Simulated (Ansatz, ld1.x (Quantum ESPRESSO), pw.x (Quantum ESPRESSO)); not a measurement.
From atom to crystal: TM potential for Pt

ld1.x (Quantum ESPRESSO) 7.5 input, shortened:

```
&input
   title='Pt', zed=78., rel=1, dft='PBE', iswitch=3,
   config='[Xe] 4f14 5d9 6s0 6p1'
 /
 &inputp
   pseudotype=2, tm=.true., lloc=1,
   nlcc=.true., rcore=1.35
 /
3
6S  1  0   0.00   0.00  2.05  2.05  0.0
5D  3  2   9.00   0.00  1.70  1.70  0.0
6P  2  1   1.00   0.00  3.70  3.70  0.0
 &test
   configts(1)='5d9 6s0 6p1'
 /
```

Atomic tests: cutoffs needed: 40 Ry and 55 Ry (the cutoffs (Ry, on a coarse ladder) from which the occupation-weighted sum of valence levels, in a spherical-Bessel basis at the reference potential, stays within 10 and 1 mRy of its value at 400 Ry); ghost test: no extra level below or beside the all-electron valence levels (s, d, p, f tested) (spherical-Bessel basis up to 400 Ry, 20 bohr box); configuration tests: 1 of 7 tests not solved or not reliable.

Crystal test: bcc Pt in pw.x 7.5, no spin, 15³ k-points, Fermi–Dirac smearing 0.01 Ry, cutoffs 70/280 Ry. The reference is all-electron LAPW (Ansatz 0.2.0) with the same functional, mesh and smearing; V0 and B0 come from Birch–Murnaghan fits to the pressures at five volumes. Errors are pseudo minus all-electron; Δ is the rms difference of the E(V) curves that follow from these fits, minima aligned, over ±6 % about the mean V0. Mesh and smearing are coarse, so the numbers serve the comparison and aren't converged zero-temperature values; the lattice is a test structure that the element need not adopt.

All-electron: a0 = 3.165 Å (V0 = 15.85 Å³/atom), B0 = 235.3 GPa.

Q: How far does the potential miss the all-electron equation of state?

A: mean pressure error (GPa): +10.57; a0 (Å): 3.207; a0 error (%): +1.35; B0 error (%): -1.6; Δ (meV/atom): 33.6. The largest radius (3.70 bohr) exceeds half the bond length (2.59 bohr), so the spheres overlap, which is one possible source of error among others. This is a poor potential for the solid. Atomic configuration tests: 1 of 7 tests not solved or not reliable.

```tsv
V (Å³/atom)	P all-electron (GPa)	P pseudo (GPa)
15.066	13.63	27.13
15.463	6.17	17.97
15.859	-0.19	10.17
16.255	-5.60	3.52
16.652	-10.19	-2.14
```

Q: At the middle volume, how do free energy and pressure move when the wave cutoff is lowered (ecutrho kept at four times it)?

A:

```csv
cutoff (Ry),shift of F (meV/atom),shift of P (GPa)
32,+1267.6,-72.25
42,+63.3,-5.83
56,+10.2,+0.10
```

The run at the middle volume (120 k-points, 7 iterations) took about 15 s on one core of a shared host (Neoverse-V1, 32 threads, 247 GiB, load 14).
